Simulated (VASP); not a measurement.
# Cs in VASP: further runs

One molecule, Cs, is run at these levels: PBE+D3(BJ), HSE06+D3(BJ); tasks: single point.

Program: VASP 6.6.1. These are calculated values, not measurements. Logs are shortened: lines on timing, memory, paths and dates and some standing lists are left out, and cuts for length are marked.

## (1) The molecule as given

The cell holds a molecule in a box, 1 atom: a = 10.500 Å, b = 11.000 Å, c = 11.500 Å, α = 90.00°, β = 90.00°, γ = 90.00°.

## (2) Single point, PBE+D3(BJ), collinear spin, ferromagnetic start

INCAR reads:

```
ALGO = Normal
EDIFF = 1E-7
ENCUT = 250
GGA = PE
ISIF = 2
ISMEAR = 0
ISPIN = 2
ISYM = 0
IVDW = 12
LASPH = T
LCHARG = F
LORBIT = 11
LREAL = F
LWAVE = F
MAGMOM = 0.5
NBANDS = 14
NELM = 80
NUPDOWN = 1
PREC = Accurate
SIGMA = 0.01
```

KPOINTS reads:

```
k-points
0
Gamma
  1 1 1
```

POSCAR reads:

```
Cs                                      
1.0
   10.5000000000      0.0000000000      0.0000000000
    0.0000000000     11.0000000000      0.0000000000
    0.0000000000      0.0000000000     11.5000000000
  Cs            
     1
Selective dynamics
Direct
     0.5000000000000000    0.5045454544999970    0.5000000000000000   F   F   F
```

Potentials or basis: VASP PAW PBE potentials, release 64 (Cs_sv).

Launch:

```
cat potpaw_PBE.64/Cs_sv/POTCAR > POTCAR
mpirun -np 4 vasp_gam > vasp.out
```

OUTCAR:

```text
EDIFF = 1E-7
   ENCUT = 250
   GGA = PE
   ISIF = 2
   ISMEAR = 0
   ISPIN = 2
   ISYM = 0
   IVDW = 12
   LASPH = T
   LORBIT = 11
   LREAL = F
   NELM = 80
   NUPDOWN = 1
   PREC = Accurate
 IVDW          = 12

 ion  position               nearest neighbor table
   1  0.500  0.505  0.500-

IMPORTANT INFORMATION: All symmetrisations will be switched off!
NOSYMM: (Re-)initialisation of all symmetry stuff for point group C_1.

----------------------------------------------------------------------------------------

                                     Primitive cell

  volume of cell :    1328.2500

  direct lattice vectors                    reciprocal lattice vectors
    10.500000000  0.000000000  0.000000000     0.095238095  0.000000000  0.000000000
     0.000000000 11.000000000  0.000000000     0.000000000  0.090909091  0.000000000
     0.000000000  0.000000000 11.500000000     0.000000000  0.000000000  0.086956522

  length of vectors
    10.500000000 11.000000000 11.500000000     0.095238095  0.090909091  0.086956522

  position of ions in fractional coordinates (direct lattice)
     0.500000000  0.504545454  0.500000000

  ion indices of the primitive-cell ions
   primitive index   ion index
                 1           1

----------------------------------------------------------------------------------------

 KPOINTS: k-points

Automatic generation of k-mesh.
 Grid dimensions read from file:
 generate k-points for:    1    1    1

 Generating k-lattice:

  Cartesian coordinates                     Fractional coordinates (reciprocal lattice)
     0.095238095  0.000000000  0.000000000     1.000000000  0.000000000  0.000000000
     0.000000000  0.090909091  0.000000000     0.000000000  1.000000000  0.000000000
     0.000000000  0.000000000  0.086956522     0.000000000  0.000000000  1.000000000

  Length of vectors
     0.095238095  0.090909091  0.086956522

  Shift w.r.t. Gamma in fractional coordinates (k-lattice)
     0.000000000  0.000000000  0.000000000

 Subroutine IBZKPT returns following result:
 ===========================================

 Found      1 irreducible k-points:

 Following reciprocal coordinates:
            Coordinates               Weight
  0.000000  0.000000  0.000000      1.000000
   k-points           NKPTS =      1   k-points in BZ     NKDIM =      1   number of bands    NBANDS=     16
   number of dos      NEDOS =    301   number of ions     NIONS =      1
   total plane-waves  NPLWV = 194400
   dimension x,y,z NGX =    54 NGY =   60 NGZ =   60
   dimension x,y,z NGXF=   108 NGYF=  120 NGZF=  120
   ions per type =               1
   NGX,Y,Z   is equivalent  to a cutoff of   8.55,  9.07,  8.67 a.u.
   NGXF,Y,Z  is equivalent  to a cutoff of  17.10, 18.14, 17.35 a.u.
 SYSTEM =  unknown system
   PREC   = accura    normal or accurate (medium, high low for compatibility)
   ISTART =      0    job   : 0-new  1-cont  2-samecut
   ICHARG =      2    charge: 1-file 2-atom 10-const
   ISPIN  =      2    spin polarized calculation?
   LNONCOLLINEAR =      F non collinear calculations
   LSORBIT =      F    spin-orbit coupling
   LASPH  =      T    aspherical Exc in radial PAW
   ENCUT  =  250.0 eV  18.37 Ry    4.29 a.u.  13.54 14.18 14.83*2*pi/ulx,y,z
   NELM   =     80;   NELMIN=  2; NELMDL= -5     # of ELM steps
   EDIFF  = 0.1E-06   stopping-criterion for ELM
   LREAL  =      F    real-space projection
   EDIFFG = 0.1E-05   stopping-criterion for IOM
   NSW    =      0    number of steps for IOM
   IBRION =     -1    ionic relax: 0-MD 1-quasi-New 2-CG
   NFREE  =      0    steps in history (QN), initial steepest desc. (CG)
   ISIF   =      2    stress and relaxation
   ISYM   =      0    0-nonsym 1-usesym 2-fastsym
   POTIM  = 0.5000    time-step for ionic-motion
   TEBEG  =    0.0;   TEEND  =   0.0 temperature during run
   PSTRESS=    0.0 pullay stress
   NELECT =       9.0000    total number of electrons
   NUPDOWN=       1.0000    fix difference up-down
   EMIN   =  10.00;   EMAX   =-10.00  energy-range for DOS
   EFERMI =   0.00;   METHOD = LEGACY
   ISMEAR =     0;   SIGMA  =   0.01  broadening in eV -4-tet -1-fermi 0-gaus
   EFERMI_NEDOS =   21; number of points for ismear=-14 and -15
   IALGO  =     38    algorithm
   IMIX   =      4    mixing-type and parameters
     AMIX     =   0.40;   BMIX     =  1.00
     AMIX_MAG =   1.60;   BMIX_MAG =  1.00
  volume/ion in A,a.u.               =    1328.25      8963.47
  Fermi-wavevector in a.u.,A,eV,Ry     =   0.309786  0.585411  1.305719  0.095968
  Thomas-Fermi vector in A             =   1.186821
   LORBIT       =     11    0 simple, 1 ext, 2 COOP (PROOUT), +10 PAW based schemes
   GGA     = PE    functional components
   LHFCALC =     F    Hartree Fock is set to
   AEXX    =    0.0000 exact exchange contribution
   IVDW    =    12    specifies the selected vdW correction
   LEPSILON=     F    determine dielectric tensor
   LRPA    =     F    only Hartree local field effects (RPA)
 spin polarized calculation
 Gauss-broadening in eV      SIGMA  =   0.01
  energy-cutoff  :      250.00
  volume of cell :     1328.25
 maximum number of plane-waves:      5964
 NGX is ok and might be reduce to    54
   NGX = 27   NGY = 29   NGZ = 29

 number of electron       9.0000017 magnetization       0.9999999

 Free energy of the ion-electron system (eV)
  ---------------------------------------------------
  ext. energy  EPLUGINS =         0.00000000
  ---------------------------------------------------
  free energy    TOTEN  =        -0.20591855 eV

  energy without entropy =       -0.20591855  energy(sigma->0) =       -0.20591855

 E-fermi : -13.1469     XC(G=0):  -0.9544

 val. band max:       -2.0786083858   @ k =   0.0000   0.0000   0.0000
 cond. band min:      -1.3147064802   @ k =   0.0000   0.0000   0.0000
 fundamental gap:      0.7639019055
 Fermi energy:        -2.0310449492

 spin component 1

 k-point     1 :       0.0000    0.0000    0.0000
  band No.  band energies     occupation
      1     -26.5292      1.00000
      2     -13.3423      1.00000
      3     -13.3400      1.00000
      4     -13.3366      1.00000
      5      -2.0786      1.00000
      6      -0.4657      0.00000
[... 8 lines left out ...]
     15       0.9464      0.00000
     16       1.0489      0.00000
 Fermi energy:       -13.1468613183

 spin component 2

 k-point     1 :       0.0000    0.0000    0.0000
  band No.  band energies     occupation
      1     -26.4899      1.00000
      2     -13.2620      1.00000
      3     -13.2590      1.00000
      4     -13.2545      1.00000
      5      -1.3147      0.00000
      6       0.3267      0.00000
[... 8 lines left out ...]
     15       1.9396      0.00000
     16       2.0707      0.00000

------------------------ aborting loop because EDIFF is reached ----------------------------------------

 Edisp (eV)   -0.01975

 E8    (eV) :    -0.0072

  FORCE on cell =-STRESS in cart. coord.  units (eV):
  Direction    XX          YY          ZZ          XY          YZ          ZX
  --------------------------------------------------------------------------------------
  -------------------------------------------------------------------------------------
  Total      -0.31542    -0.23731    -0.18286     0.00000    -0.00000     0.00000
  in kB      -0.38047    -0.28625    -0.22057     0.00000    -0.00000     0.00000
  external pressure =       -0.30 kB  Pullay stress =        0.00 kB

 VOLUME and BASIS-vectors are now :
 -----------------------------------------------------------------------------
  energy-cutoff  :      250.00
  volume of cell :     1328.25
      direct lattice vectors                 reciprocal lattice vectors
    10.500000000  0.000000000  0.000000000     0.095238095  0.000000000  0.000000000
     0.000000000 11.000000000  0.000000000     0.000000000  0.090909091  0.000000000
     0.000000000  0.000000000 11.500000000     0.000000000  0.000000000  0.086956522

 POSITION                                       TOTAL-FORCE (eV/Angst)
 -----------------------------------------------------------------------------------
      5.25000      5.55000      5.75000        -0.000000     -0.000132     -0.000041
 -----------------------------------------------------------------------------------
    total drift:                               -0.000000     -0.000132     -0.000041

  FREE ENERGIE OF THE ION-ELECTRON SYSTEM (eV)
  ---------------------------------------------------
  free  energy   TOTEN  =        -0.2256692460 eV

  energy  without entropy=       -0.2256692460  energy(sigma->0) =       -0.22566925

 total charge

# of ion       s       p       d       tot
------------------------------------------
    1        1.883   4.685   0.000   6.568

 magnetization (x)

# of ion       s       p       d       tot
------------------------------------------
    1        0.033  -0.015   0.000   0.018
```

Wall time 22 s (4 MPI ranks of Intel Xeon 6975P-C (Granite Rapids), shared host); peak memory 0.24 GiB.

What came out:

```
Free energy                                           : -0.2257 eV
Net moment                                            : 1.00 μB per cell
Valence electrons inside the program's atomic spheres : Cs 6.57
Dispersion energy per atom                            : -0.020 eV
```

Caveat: the cutoff is under 1.25 times the usual one of these potentials, so pressure, stress and relaxed cells hold a basis-set (Pulay) error; the total moment is fixed, so each spin has its own Fermi level.

## (3) Single point, HSE06+D3(BJ), collinear spin, ferromagnetic start

POSCAR is that of step 2.

INCAR.step1 reads:

```
ALGO = Normal
EDIFF = 1E-5
ENCUT = 400
GGA = PE
ISIF = 2
ISMEAR = 0
ISPIN = 2
ISYM = 0
LASPH = T
LORBIT = 11
LREAL = F
LWAVE = T
MAGMOM = 0.5
NBANDS = 14
NELM = 80
NUPDOWN = 1
PREC = Accurate
SIGMA = 0.01
TIME = 0.4
```

INCAR.step2 reads:

```
ALGO = Damped
EDIFF = 1E-7
ENCUT = 400
GGA = PE
HFSCREEN = 0.2
ISIF = 2
ISMEAR = 0
ISPIN = 2
ISTART = 1
ISYM = 0
IVDW = 12
LASPH = T
LCHARG = F
LHFCALC = T
LORBIT = 11
LREAL = F
LWAVE = F
MAGMOM = 0.5
NBANDS = 14
NELM = 80
NUPDOWN = 1
PREC = Accurate
PRECFOCK = Fast
SIGMA = 0.01
TIME = 0.4
VDW_A1 = 0.383
VDW_A2 = 5.685
VDW_S6 = 1.0
VDW_S8 = 2.31
```

KPOINTS is that of step 2.

Potentials or basis: VASP PAW PBE potentials, release 64 (Cs_sv).

Launch:

```
cat potpaw_PBE.64/Cs_sv/POTCAR > POTCAR
cp INCAR.step1 INCAR
mpirun -np 4 vasp_gam > vasp.out
cp INCAR.step2 INCAR
mpirun -np 4 vasp_gam > vasp.out
```

OUTCAR:

```text
EDIFF = 1E-7
   ENCUT = 400
   GGA = PE
   HFSCREEN = 0.2
   ISIF = 2
   ISMEAR = 0
   ISPIN = 2
   ISTART = 1
   ISYM = 0
   IVDW = 12
   LASPH = T
   LHFCALC = T
   LORBIT = 11
   LREAL = F
   NELM = 80
   NUPDOWN = 1
   PREC = Accurate
   PRECFOCK = Fast
 IVDW          = 12

 ion  position               nearest neighbor table
   1  0.500  0.505  0.500-

IMPORTANT INFORMATION: All symmetrisations will be switched off!
[... 187 lines left out ...]
  --------------------------------------------------------------------------------------
  -------------------------------------------------------------------------------------
  Total      -0.41958    -0.31251    -0.23149    -0.00005    -0.00000    -0.00011
  in kB      -0.50611    -0.37696    -0.27924    -0.00006    -0.00000    -0.00013
  external pressure =       -0.39 kB  Pullay stress =        0.00 kB

 VOLUME and BASIS-vectors are now :
 -----------------------------------------------------------------------------
  energy-cutoff  :      400.00
  volume of cell :     1328.25
      direct lattice vectors                 reciprocal lattice vectors
    10.500000000  0.000000000  0.000000000     0.095238095  0.000000000  0.000000000
     0.000000000 11.000000000  0.000000000     0.000000000  0.090909091  0.000000000
     0.000000000  0.000000000 11.500000000     0.000000000  0.000000000  0.086956522

 POSITION                                       TOTAL-FORCE (eV/Angst)
 -----------------------------------------------------------------------------------
      5.25000      5.55000      5.75000         0.000000      0.000321     -0.000032
 -----------------------------------------------------------------------------------
    total drift:                                0.000000      0.000321     -0.000032

  FREE ENERGIE OF THE ION-ELECTRON SYSTEM (eV)
  ---------------------------------------------------
  free  energy   TOTEN  =        -0.3655017515 eV

  energy  without entropy=       -0.3655017515  energy(sigma->0) =       -0.36550175

 total charge

# of ion       s       p       d       tot
------------------------------------------
    1        2.167   4.712   0.000   6.878

 magnetization (x)

# of ion       s       p       d       tot
------------------------------------------
    1        0.028  -0.015   0.000   0.013
```

OUTCAR.step1:

```text
EDIFF = 1E-5
   ENCUT = 400
   GGA = PE
   ISIF = 2
   ISMEAR = 0
   ISPIN = 2
   ISYM = 0
[... 204 lines left out ...]
    total drift:                                0.000000      0.000355     -0.000028

  FREE ENERGIE OF THE ION-ELECTRON SYSTEM (eV)
  ---------------------------------------------------
  free  energy   TOTEN  =        -0.2053703433 eV

  energy  without entropy=       -0.2053703433  energy(sigma->0) =       -0.20537034

 total charge

# of ion       s       p       d       tot
------------------------------------------
    1        1.866   4.678   0.000   6.544

 magnetization (x)

# of ion       s       p       d       tot
------------------------------------------
    1        0.033  -0.015   0.000   0.018
```

It took 89 s on 4 MPI ranks of Intel Xeon 6975P-C (Granite Rapids), shared host; peak memory 0.49 GiB.

Results:

* Free energy: -0.3655 eV
* Net moment: 1.00 μB per cell
* Valence electrons inside the program's atomic spheres: Cs 6.88
* Dispersion energy per atom: -0.034 eV

Caveat: the PAW data sets were made with another functional, which shifts forces and pressure a little; the total moment is fixed, so each spin has its own Fermi level.
